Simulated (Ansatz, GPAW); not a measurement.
This is a calculation of Ru (Ruthenium) for Ansatz 0.2.0. 

File input.yaml:

```yaml
crystal:
  lattice:
    - [2.7058, 0.0, 0.0]
    - [-1.3529, 2.3432915376, 0.0]
    - [0.0, 0.0, 4.2819]
  atoms:
    - { symbol: Ru, position: [0.6666666667, 0.3333333333, 0.75] }
    - { symbol: Ru, position: [0.3333333333, 0.6666666667, 0.25] }
kpoints:
  mp_grid: { grid: [11, 11, 6] }
scf:
  occupations: { method: gaussian, width: 0.015 }
hamiltonian:
  xc: pbe
  pseudopotentials: { kind: all_electron, lapw: { basis_error: 0.001 } }
output:
  forces: true
  stress: true
  eigenvalues: true
```

Potentials or basis: all-electron LAPW, scalar-relativistic.

Command:

```console
$ ansatz run input.yaml --threads 1 --pin off --max-ram 3072MiB --backend cpu --events-out ev --progress --plain --runs-dir out
```

What does the same run look like in GPAW 26.7.0 (ASE script)? Potentials or basis there: GPAW PAW data sets (gpaw-data 1.2.1), cutoff 600 eV.

As run (cutoffs and basis follow the program's own potentials, and thresholds, step limits or extra output files can differ):

Contents of run.py:

```python
from ase.dft.bandgap import bandgap
from ase.io import read, write
from ase.units import GPa
from gpaw import GPAW, PW

atoms = read('Ru.xyz')

calc = GPAW(mode=PW(600),
            xc='PBE',
            kpts={'size': (11, 11, 6), 'gamma': True},
            occupations={'name': 'methfessel-paxton', 'order': 0, 'width': 0.015},
            nbands=29,
            convergence={'density': 1e-05, 'energy': 1e-05},
            maxiter=150,
            txt='gpaw.txt')
atoms.calc = calc
energy = atoms.get_potential_energy()
forces = atoms.get_forces()
stress = atoms.get_stress()
calc.write('gs.gpw')
write('result.traj', atoms)
print(f'Energy: {energy:.6f} eV')
print('Forces (eV/A):')
print(forces.round(4))
print('Stress (GPa):', (stress / GPa).round(3))
print('Fermi level:', round(calc.get_fermi_level(), 4), 'eV')
print(f'Gap: {bandgap(calc)[0]:.4f} eV, direct: {bandgap(calc, direct=True)[0]:.4f} eV')
```

Contents of Ru.xyz:

```xyz
2
Lattice="2.7058000000 0.0000000000 0.0000000000 -1.3529000000 2.3432915376 0.0000000000 0.0000000000 0.0000000000 4.2819000000" Properties=species:S:1:pos:R:3 pbc="T T T"
Ru     1.3529000001      0.7810971791      3.2114250000
Ru    -0.0000000001      1.5621943585      1.0704750000
```

Potentials or basis: GPAW PAW data sets (gpaw-data 1.2.1), pw.

The run is started by

```sh
$ OMP_NUM_THREADS=1 python run.py
```

Both were run:

|  | Ansatz | GPAW |
| --- | --- | --- |
| Pressure | 4.4 GPa | 3.6 GPa |

Where Ansatz's input types no cutoff or centring, it takes its own default and a Γ-centred mesh.

Pressure is positive in compression.
